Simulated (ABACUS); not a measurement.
# Ir (Fm-3m) in ABACUS: equation of state, part 2 of 2

ABACUS 3.10.1. The steps go on from the part before.

### Step 3. Equation of state, PBE, 13.50 Å³/atom (volume scaled by 0.96)

Input file INPUT:

```
INPUT_PARAMETERS
suffix              Ir
calculation         scf
basis_type          pw
pseudo_dir          ./
symmetry            1
dft_functional      pbe
ecutwfc             68
pseudo_rcut         10
nspin               1
nbands              13
ks_solver           dav
smearing_method     fd
smearing_sigma      0.00367493
scf_thr             1e-08
scf_nmax            100
mixing_type         broyden
mixing_beta         0.7
cal_force           1
cal_stress          1
kpar                4
```

Input file STRU:

```
ATOMIC_SPECIES
Ir 192.2170 Ir.upf

LATTICE_CONSTANT
1.8897261246

LATTICE_VECTORS
0.0000000000 1.8897103398 1.8897103398
1.8897103398 0.0000000000 1.8897103398
1.8897103398 1.8897103398 0.0000000000

ATOMIC_POSITIONS
Direct

Ir
0.0
1
0.0000000000 0.0000000000 0.0000000000 1 1 1
```

Input file KPT:

```
K_POINTS
0
Gamma
12 12 12 0 0 0
```

Potentials or basis: PseudoDojo NC SR 0.4.1 PBE standard, plane waves.

On the command line:

```
$ OMP_NUM_THREADS=1 mpirun -np 4 abacus > log
```

Wall time 9.4 s (4 MPI ranks of AMD EPYC, shared host); peak memory 0.24 GiB.

The run converged. Its results:

- Free energy: -3133.5924 eV
- Pressure: 28.5 GPa
- Band gap on the k mesh: none (metal or under the smearing width)

### Step 4. Equation of state, PBE, 13.78 Å³/atom (volume scaled by 0.98)

INPUT is that of step 3.

Input file STRU:

```
ATOMIC_SPECIES
Ir 192.2170 Ir.upf

LATTICE_CONSTANT
1.8897261246

LATTICE_VECTORS
0.0000000000 1.9027432368 1.9027432368
1.9027432368 0.0000000000 1.9027432368
1.9027432368 1.9027432368 0.0000000000

ATOMIC_POSITIONS
Direct

Ir
0.0
1
0.0000000000 0.0000000000 0.0000000000 1 1 1
```

KPT is that of step 3.

On the command line:

```
$ OMP_NUM_THREADS=1 mpirun -np 4 abacus > log
```

It took 9 s on 4 MPI ranks of AMD EPYC, shared host; peak memory 0.24 GiB.

The run converged. Its results:

```yaml
Free_energy: -3133.6340 eV
Pressure: 18.9 GPa
Band_gap_on_the_k_mesh: none (metal or under the smearing width)
```

### Step 5. Equation of state, PBE, 14.06 Å³/atom

INPUT is that of step 4.

Input file STRU:

```
ATOMIC_SPECIES
Ir 192.2170 Ir.upf

LATTICE_CONSTANT
1.8897261246

LATTICE_VECTORS
0.0000000000 1.9156000000 1.9156000000
1.9156000000 0.0000000000 1.9156000000
1.9156000000 1.9156000000 0.0000000000

ATOMIC_POSITIONS
Direct

Ir
0.0
1
0.0000000000 0.0000000000 0.0000000000 1 1 1
```

KPT is that of step 4.

On the command line:

```
$ OMP_NUM_THREADS=1 mpirun -np 4 abacus > log
```

Wall time 10 s (4 MPI ranks of AMD EPYC, shared host); peak memory 0.24 GiB.

The run converged. Its results:

- Free energy: -3133.6597 eV
- Pressure: 10.4 GPa
- Band gap on the k mesh: none (metal or under the smearing width)

### Step 6. Equation of state, PBE, 14.34 Å³/atom (volume scaled by 1.02)

INPUT is that of step 5.

Input file STRU:

```
ATOMIC_SPECIES
Ir 192.2170 Ir.upf

LATTICE_CONSTANT
1.8897261246

LATTICE_VECTORS
0.0000000000 1.9282864624 1.9282864624
1.9282864624 0.0000000000 1.9282864624
1.9282864624 1.9282864624 0.0000000000

ATOMIC_POSITIONS
Direct

Ir
0.0
1
0.0000000000 0.0000000000 0.0000000000 1 1 1
```

KPT is that of step 5.

Potentials or basis: PseudoDojo NC SR 0.4.1 PBE standard, plane waves.

On the command line:

```
$ OMP_NUM_THREADS=1 mpirun -np 4 abacus > log
```

Run time: 11 s. Hardware: 4 MPI ranks of AMD EPYC, shared host; peak memory 0.24 GiB.

Results (log left out):

- Free energy: -3133.6712 eV
- Pressure: 2.8 GPa
- Band gap on the k mesh: none (metal or under the smearing width)

### Step 7. Equation of state, PBE, 14.62 Å³/atom (volume scaled by 1.04)

INPUT is that of step 6.

Input file STRU:

```
ATOMIC_SPECIES
Ir 192.2170 Ir.upf

LATTICE_CONSTANT
1.8897261246

LATTICE_VECTORS
0.0000000000 1.9408081540 1.9408081540
1.9408081540 0.0000000000 1.9408081540
1.9408081540 1.9408081540 0.0000000000

ATOMIC_POSITIONS
Direct

Ir
0.0
1
0.0000000000 0.0000000000 0.0000000000 1 1 1
```

KPT is that of step 6.

On the command line:

```
$ OMP_NUM_THREADS=1 mpirun -np 4 abacus > log
```

Wall time 9.2 s (4 MPI ranks of AMD EPYC, shared host); peak memory 0.24 GiB.

The run converged. Its results:

| Item | Value |
| --- | --- |
| Free energy | -3133.6702 eV |
| Pressure | -3.9 GPa |
| Band gap on the k mesh | none (metal or under the smearing width) |

### Step 8. Equation of state, PBE, 14.90 Å³/atom (volume scaled by 1.06)

INPUT is that of step 7.

Input file STRU:

```
ATOMIC_SPECIES
Ir 192.2170 Ir.upf

LATTICE_CONSTANT
1.8897261246

LATTICE_VECTORS
0.0000000000 1.9531703226 1.9531703226
1.9531703226 0.0000000000 1.9531703226
1.9531703226 1.9531703226 0.0000000000

ATOMIC_POSITIONS
Direct

Ir
0.0
1
0.0000000000 0.0000000000 0.0000000000 1 1 1
```

KPT is that of step 7.

Potentials or basis: PseudoDojo NC SR 0.4.1 PBE standard, plane waves.

On the command line:

```
$ OMP_NUM_THREADS=1 mpirun -np 4 abacus > log
```

running log:

```text
ABACUS v3.10.1

               Atomic-orbital Based Ab-initio Computation at UStc

 ------------------------------------------------------------------------------------

 READING GENERAL INFORMATION
                           global_out_dir = OUT.Ir/
                           global_in_card = INPUT
                               pseudo_dir = ./
                              orbital_dir =
                                    DSIZE = 4
                                    GSIZE = 1

 READING UNITCELL INFORMATION
                                    ntype = 1
                  lattice constant (Bohr) = 1.88973
              lattice constant (Angstrom) = 1

 READING ATOM TYPE 1
                               atom label = Ir
[... 384 lines left out ...]
       1       -68.5749     0.00925926
       2       -25.6749     0.00925926
       3       -25.1535     0.00925926
       4       -25.1535     0.00925926
       5        16.6815     0.00925926
       6        20.6659     0.00925926
       7        20.6659     0.00925926
       8        22.5978     0.00925926
       9        24.7728    5.10357e-07
      10        24.7728    5.10357e-07
      11        32.3792    4.36088e-73
      12        38.0239        0.00000
      13        43.7282        0.00000

[... levels at 12 further k points ...]

------------------------------------------------------------------------------------------
 TOTAL-FORCE (eV/Angstrom)
------------------------------------------------------------------------------------------
                       Ir1         0.0000000000         0.0000000000         0.0000000000
------------------------------------------------------------------------------------------

----------------------------------------------------------------
 TOTAL-STRESS (KBAR)
----------------------------------------------------------------
       -99.2865873774        -0.0000000000        -0.0000000000
        -0.0000000000       -99.2865873774         0.0000000000
        -0.0000000000         0.0000000000       -99.2865873774
----------------------------------------------------------------
 TOTAL-PRESSURE: -99.286587 KBAR

 --------------------------------------------
 !FINAL_ETOT_IS -3133.6580216037300488 eV
 --------------------------------------------
```

stdout:

```text
ABACUS v3.10.1

               Atomic-orbital Based Ab-initio Computation at UStc

%%%%%%%%%%%%%%%%%%%%%%%%%%%%%%%%%%%%%%%%%%%%%%%%%%%%%%%%%%%%%%%%%%%%%%%%%%%%%%%%%%%%%%%%%%%%%%%%%%%%%%%%%
 Warning: the number of valence electrons in pseudopotential > 9 for Ir: [Xe] 4f14 5d7 6s2
[... 31 lines left out ...]
 TOTAL-STRESS (KBAR)
----------------------------------------------------------------
       -99.2865873774        -0.0000000000        -0.0000000000
        -0.0000000000       -99.2865873774         0.0000000000
        -0.0000000000         0.0000000000       -99.2865873774
----------------------------------------------------------------
 TOTAL-PRESSURE: -99.286587 KBAR
```

It took 10 s on 4 MPI ranks of AMD EPYC, shared host; peak memory 0.24 GiB.

What came out:

```
Free energy            : -3133.6580 eV
Pressure               : -9.9 GPa
Band gap on the k mesh : none (metal or under the smearing width)
```

### Step 9. Equation of state, PBE

Potentials or basis: PseudoDojo NC SR 0.4.1 PBE standard, plane waves.

This step only gathers the single runs of the series.

What came out:

```yaml
Equilibrium_volume: 14.46 Å³/atom
Bulk_modulus: 350 GPa
Pressure_derivative_of_the_bulk_modulus: 5.0
```

Energy against volume, from the lowest point:
```
volume (Å³/atom)  energy (meV/atom)
          13.215             138.31
          13.496              78.82
          13.778              37.23
          14.059              11.54
          14.340               0.00
          14.621               1.02
          14.902              13.20
```

Spin-orbit coupling is left out, which matters for the levels of Ir. PBE usually gives volumes a little too large and moduli too small.
